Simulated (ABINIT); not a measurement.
Runs of ABINIT 10.8.3 (patched build) on Sn. The structure is cubic, space group Fd-3m (No. 227). Conventional cell: a = 6.467 Å, b = 6.467 Å, c = 6.467 Å, α = 90.00°, β = 90.00°, γ = 90.00°. Around Sn (site symmetry -43m) lie 4 Sn at 2.80 Å. This isn't the form of Sn at room conditions, which is tetragonal (white tin).

```tsv
task	level	potentials or basis	k mesh	cutoff (eV)	smearing	electron-positron correlation	fine-grid cutoff	bands in the sums	broadening (eV)	scissor shift (eV)	gap on the mesh (eV)	pressure (GPa)
positron lifetime	PBEsol	JTH PAW PBE v2.0	5 × 5 × 5	272	methfessel-paxton 0.1 eV	Sterne-Kaiser GGA	544.228 eV	-	-	-	none	-
single point	PBE	PseudoDojo NC SR PBE v0.5 stringent	5 × 5 × 5	1225	fermi-dirac 0.05 eV	-	-	-	-	-	none	3.3
optical spectrum	PBEsol	PseudoDojo NC SR PBEsol v0.4.1 standard	8 × 8 × 8, with 4 shifts	871	methfessel-paxton 0.1 eV	-	-	20	0.1	0	-	(a)
single point	LDA	PseudoDojo NC SR LDA v0.4.1 standard	5 × 5 × 5	871	fermi-dirac 0.05 eV	-	-	-	-	-	none	-
phonons	PBE	PseudoDojo NC SR PBE v0.4.1 standard	8 × 8 × 8	871	fermi-dirac 0.136 eV	-	-	-	-	-	none	-
phonons	PBEsol	PseudoDojo NC SR PBEsol v0.4.1 standard	8 × 8 × 8	871	fermi-dirac 0.136 eV	-	-	-	-	-	none	0.6
single point	PBE	PseudoDojo NC SR PBE v0.4.1 standard	5 × 5 × 5	952	fermi-dirac 0.05 eV	-	-	-	-	-	none	4.0
single point	PBE	PseudoDojo NC SR PBE v0.4.1 standard	5 × 5 × 5	871	fermi-dirac 0.05 eV	-	-	-	-	-	none	-
```

Alike in all rows: no spin polarisation; cell as given.

**Question.** Estimate the missing entries.

**Answer.** (a) 0.5.

Caveats: the PAW basis is incomplete for the positron (some runs); the PAW data sets were made with another functional, which shifts forces and pressure a little (some runs); the intraband (Drude) term is left out (some runs); spectra need much finer meshes, so this one isn't converged (some runs).

A k mesh can miss the band edges, and the runs leave out spin-orbit coupling on Sn.

A gap of «none» marks a metal or a gap under the smearing width.

Not every run made on this cell is shown here.
